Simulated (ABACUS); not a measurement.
FePt (Tetraferroplatinum):

```
Pt Fe
1.0
     2.72350    0.00000    0.00000
     0.00000    2.72350    0.00000
     0.00000    0.00000    3.72000
Pt Fe
1 1
Direct
  0.50000 0.50000 0.50000
  0.00000 0.00000 0.00000
```

| Item | Value |
| --- | --- |
| Program | ABACUS 3.10.1 |
| Task | single point |
| Functional | PBE |
| Potentials or basis | PseudoDojo NC SR 0.4.1 PBE standard |
| Cutoff | 1225 eV |
| Density cutoff | 4898 eV |
| Basis | plane waves |
| k mesh | 10 × 10 × 7 |
| Occupations | fermi-dirac, width 0.05 eV |
| Spin | collinear spin, ferromagnetic start |
| Starting moments | [0.0, 3.0] μB |

On this cell: pressure 4.1 GPa; largest force under 0.003 eV/Å; net moment 3.36 μB per cell; band gap on the k mesh none (metal or under the smearing width).

The same run follows on a disturbed copy (atoms moved at random, drawn with an rms of 0.05 Å):

```
CELL_PARAMETERS angstrom
2.72350 0.00000 0.00000
0.00000 2.72350 0.00000
0.00000 0.00000 3.72000
ATOMIC_POSITIONS crystal
Pt 0.49659 0.49727 0.50219
Fe 0.99122 0.01900 0.01158
```

Q: What does the disturbed cell give?

A: The energy (extrapolated to zero smearing) moves by +6.9 meV/atom; pressure 4.4 GPa; largest force 0.421 eV/Å; net moment 3.36 μB per cell; band gap on the k mesh none (metal or under the smearing width).

Forces in eV/Å, atoms in the order of the input:
```
Pt  -0.064  0.259  0.326
Fe   0.064 -0.259 -0.326
```

Stress tensor (GPa, compression positive):
```
 4.37 -0.05 -0.09
-0.05  4.32  0.36
-0.09  0.36  4.65
```
